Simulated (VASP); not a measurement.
# TiSe2 (P-3m1) in VASP: further runs, part 2 of 2

VASP 6.6.1.

### Step 4. Relaxation of cell and atoms, PBE+D3(BJ), target pressure 3.12 GPa, at which the enthalpy is minimised

The COD entry that gives the cell may itself be a prediction, so a difference from it is no test against experiment.

This run uses another cell than the first one, of 19.35 Å³/atom, 0.976 times its volume.

File INCAR:

```
ALGO     = Normal         # electronic algorithm
EDIFF    = 1E-7           # SCF threshold, eV
EDIFFG   = -0.005         # ionic threshold
ENCUT    = 600            # plane-wave cutoff, eV
GGA      = PE             # functional
IBRION   = 2              # ionic algorithm
ISIF     = 3              # what is computed and relaxed
ISMEAR   = 1              # smearing method
IVDW     = 12             # dispersion correction
LASPH    = T              # aspherical terms in the spheres
LCHARG   = F              # write CHGCAR
LREAL    = F              # projectors in reciprocal space
LWAVE    = F              # write WAVECAR
NELM     = 80             # most SCF steps
NSW      = 90             # ionic steps
PREC     = Accurate       # precision mode
PSTRESS  = 31.2         
SIGMA    = 0.1            # smearing width, eV
```

File KPOINTS:

```
k-points
0
Gamma
  12 12 6
```

File POSCAR:

```
TiSe2                                   
1.0
    3.4291158196      0.0000000000     -0.0000000000
   -1.7145579098      2.9697014124     -0.0000000000
    0.0000000000     -0.0000000000      5.6998415944
  Ti              Se            
     1     2
Direct
     0.0000000000000000    0.0000000000000000    0.0000000000000000
     0.3333333332999970    0.6666666667000030    0.2738691104767768
     0.6666666667000030    0.3333333332999970    0.7261308895232232
```

The run is started by

```bash
$ cat potpaw_PBE.64/Ti_sv/POTCAR potpaw_PBE.64/Se/POTCAR > POTCAR
$ mpirun -np 1 vasp_std > vasp.out
```

It took 95 s on 1 thread of AMD EPYC 9R14 (Zen 4), shared host; peak memory 0.25 GiB.

The run converged. Its results:

```yaml
Free_energy: -19.4436 eV
Pressure_after_relaxing: 3.1 GPa
Band_gap_on_the_k_mesh: none (metal or under the smearing width)
Dispersion_energy_per_atom: -0.479 eV
```

Final structure:
```xyz
3
Lattice="3.4291 0.0000 0.0000 -1.7146 2.9697 0.0000 0.0000 0.0000 5.6998" Properties=species:S:1:pos:R:3 pbc="T T T"
Ti    0.0000    0.0000    0.0000
Se    0.0000    1.9798    1.5610
Se    1.7146    0.9899    4.1388
```

Levels at points of the mesh, in eV from the Fermi level:
```tsv
k point	band 8	band 9	band 10	band 11	band 12	band 13	band 14	band 15	band 16
(0.00, 0.00, 0.00)	-2.23	-2.23	0.54	0.58	0.58	0.63	0.75	0.75	3.30
(0.50, 0.00, 0.00)	-4.02	-3.13	-2.97	-2.22	-1.52	0.02	1.62	2.07	3.30
(0.00, 0.00, 0.50)	-3.19	-2.11	-2.11	0.29	0.29	0.55	0.55	1.39	3.93
(0.50, 0.00, 0.50)	-5.22	-2.94	-2.65	-0.99	-0.72	-0.33	1.61	2.04	3.04
```

Caveat: the relaxation stopped at its first step, so nothing moved; the cell is relaxed towards a set pressure, so the enthalpy falls and the energy may rise; pairwise dispersion overbinds metals, which lowers pressure and volume.

### Step 5. Relaxation of cell and atoms, PBE, target pressure 3.12 GPa, at which the enthalpy is minimised

This run uses another cell than the first one, of 21.67 Å³/atom, 1.094 times its volume.

File INCAR:

```
PREC = Accurate
ENCUT = 600
EDIFF = 1E-6
ISMEAR = 1
SIGMA = 0.1
LREAL = False
LASPH = True
NELM = 80
ALGO = Normal
ISIF = 3
LWAVE = False
LCHARG = False
GGA = PE
IBRION = 2
NSW = 90
EDIFFG = -0.01
PSTRESS = 31.2
```

File KPOINTS:

```
regular mesh
0
Gamma
  12 12 6
```

File POSCAR:

```
TiSe2
1.0
    3.5360000000      0.0000000000      0.0000000000
   -1.7680000000      3.0622658278      0.0000000000
    0.0000000000      0.0000000000      6.0040000000
Ti Se
1 2
Direct
    0.0000000000      0.0000000000      0.0000000000
    0.3333333333      0.6666666667      0.2552000000
    0.6666666667      0.3333333333      0.7448000000
```

The run is started by

```bash
$ cat potpaw_PBE.64/Ti_sv/POTCAR potpaw_PBE.64/Se/POTCAR > POTCAR
$ mpirun -np 1 vasp_std > vasp.out
```

Run time: 9.3 min. Hardware: 1 thread of Intel Xeon Platinum 8259CL at 2.50GHz (Skylake/Cascade Lake), shared host; peak memory 0.3 GiB.

The run converged. Its results:

```
Free energy                                            : -18.1386 eV
Relaxed volume                                         : 20.74 Å³/atom
Relaxed cell                                           : a = 3.489 Å, b = 3.489 Å, c = 5.902 Å, α = 90.00°, β = 90.00°, γ = 120.00°
Space group after relaxing (to 0.05 Å)                 : P-3m1 (No. 164)
Energy change on relaxing (the enthalpy is what falls) : +12.5 meV/atom
Ionic steps                                            : 10
Pressure after relaxing                                : 3.1 GPa
Largest force after relaxing                           : 0.004 eV/Å
Band gap on the k mesh                                 : none (metal or under the smearing width)
```

Forces in eV/Å, atoms in the order of the input:
```
Ti   0.000  0.000  0.000
Se   0.000  0.000 -0.004
Se   0.000  0.000  0.004
```

The path:
```csv
step,energy change (eV),largest force (eV/Å),pressure (GPa),volume (Å³)
1,0.0000,0.0782,1.62,65.01
2,0.0302,0.3126,4.06,63.12
3,0.0196,0.2495,3.41,63.61
4,0.0212,0.1278,3.17,63.28
5,0.0248,0.0416,3.03,63.04
6,0.0272,0.0371,3.06,62.86
7,0.0361,0.0218,3.24,62.30
8,0.0390,0.0167,3.28,62.15
9,0.0336,0.0610,2.71,62.45
10,0.0374,0.0035,3.13,62.22
```

Final structure:
```
Ti Se
1.0
     3.48910    0.00000    0.00000
    -1.74455    3.02165    0.00000
     0.00000    0.00000    5.90200
Ti Se
1 2
Direct
  0.00000 0.00000 0.00000
  0.33333 0.66667 0.26316
  0.66667 0.33333 0.73684
```

Levels at points of the mesh, in eV from the Fermi level:
| k point | band 10 | band 11 | band 12 | band 13 | band 14 | band 15 |
| --- | --- | --- | --- | --- | --- | --- |
| (0.00, 0.00, 0.00) | 0.31 | 0.51 | 0.51 | 0.58 | 0.60 | 0.60 |
| (0.50, 0.00, 0.00) | -2.84 | -2.24 | -1.39 | 0.06 | 1.46 | 1.88 |
| (0.00, 0.00, 0.50) | -2.16 | 0.31 | 0.31 | 0.49 | 0.49 | 1.26 |
| (0.50, 0.00, 0.50) | -2.52 | -1.15 | -0.86 | -0.24 | 1.45 | 1.84 |

Caveat: the cell is relaxed towards a set pressure, so the enthalpy falls and the energy may rise; this functional lacks dispersion, which binds the layers, so the pressure and a relaxed spacing across them are unreliable.

### Step 6. Relaxation of cell and atoms, PBE, target pressure 3.12 GPa, at which the enthalpy is minimised

This run uses another cell than the first one, of 20.74 Å³/atom, 1.047 times its volume.

INCAR: that of step 5 with these lines changed.

```diff
@@ -2,3 +2,3 @@
 ENCUT = 600
-EDIFF = 1E-6
+EDIFF = 1E-7
 ISMEAR = 1
@@ -15,3 +15,3 @@
 NSW = 90
-EDIFFG = -0.01
+EDIFFG = -0.005
 PSTRESS = 31.2
```

KPOINTS is that of step 5.

File POSCAR:

```
TiSe2                                   
1.0
    3.4891032826      0.0000000000     -0.0000000000
   -1.7445516413      3.0216520792     -0.0000000000
    0.0000000000     -0.0000000000      5.9019990487
  Ti              Se            
     1     2
Direct
     1.0000000000000000    1.0000000000000000    0.0000000000000000
     0.3333333332999970    0.6666666667000030    0.2631575944626703
     0.6666666667000030    0.3333333332999970    0.7368424055373297
```

Potentials or basis: VASP PAW PBE potentials, release 64 (Ti_sv, Se).

The run is started by

```bash
$ cat potpaw_PBE.64/Ti_sv/POTCAR potpaw_PBE.64/Se/POTCAR > POTCAR
$ mpirun -np 1 vasp_std > vasp.out
```

Wall time 96 s (1 thread of Intel Xeon Platinum 8259CL at 2.50GHz (Skylake/Cascade Lake), shared host); peak memory 0.28 GiB.

It converged, with:

```
Free energy                  : -18.1382 eV
Pressure after relaxing      : 3.1 GPa
Largest force after relaxing : 0.004 eV/Å
Band gap on the k mesh       : none (metal or under the smearing width)
```

Forces in eV/Å, atoms in the order of the input:
```
Ti   0.000  0.000  0.000
Se   0.000  0.000 -0.004
Se   0.000  0.000  0.004
```

Final structure:
```xyz
3
Lattice="3.4891 0.0000 0.0000 -1.7446 3.0217 0.0000 0.0000 0.0000 5.9020" Properties=species:S:1:pos:R:3 pbc="T T T"
Ti    0.0000    0.0000    0.0000
Se    0.0000    2.0144    1.5532
Se    1.7446    1.0072    4.3488
```

Levels at points of the mesh, in eV from the Fermi level:
| k point | band 9 | band 10 | band 11 | band 12 | band 13 | band 14 | band 15 | band 16 |
| --- | --- | --- | --- | --- | --- | --- | --- | --- |
| (0.00, 0.00, 0.00) | -2.24 | 0.31 | 0.51 | 0.51 | 0.58 | 0.60 | 0.60 | 3.31 |
| (0.50, 0.00, 0.00) | -2.89 | -2.84 | -2.24 | -1.39 | 0.06 | 1.46 | 1.88 | 3.22 |
| (0.00, 0.00, 0.50) | -2.16 | -2.16 | 0.31 | 0.31 | 0.49 | 0.49 | 1.26 | 3.72 |
| (0.50, 0.00, 0.50) | -2.81 | -2.52 | -1.15 | -0.86 | -0.24 | 1.46 | 1.84 | 3.07 |

Caveat: the relaxation stopped at its first step, so nothing moved; the cell is relaxed towards a set pressure, so the enthalpy falls and the energy may rise.

### Step 7. The runs side by side

```csv
level,potentials or basis,cell,target pressure,gap on the mesh (eV),pressure (GPa)
LDA,"VASP PAW LDA potentials, release 64 (Ti_sv, Se)",relaxed,-,none,0.0
PBE+D3(BJ),"VASP PAW PBE potentials, release 64 (Ti_sv, Se)",relaxed to 3.12 GPa,3.12 GPa,none,3.1
PBE,"VASP PAW PBE potentials, release 64 (Ti_sv, Se)",relaxed to 3.12 GPa,3.12 GPa,none,3.1
```

Alike in all rows: task relaxation of cell and atoms; no spin polarisation; k mesh 12 × 12 × 6; cutoff (eV) 600; smearing methfessel-paxton 0.1 eV.

Caveats: the relaxation stopped at its first step, so nothing moved (some runs); the cell is relaxed towards a set pressure, so the enthalpy falls and the energy may rise (some runs); pairwise dispersion overbinds metals, which lowers pressure and volume (some runs).

Total energies depend on the potentials used, so only differences within one code and one set of settings carry meaning.
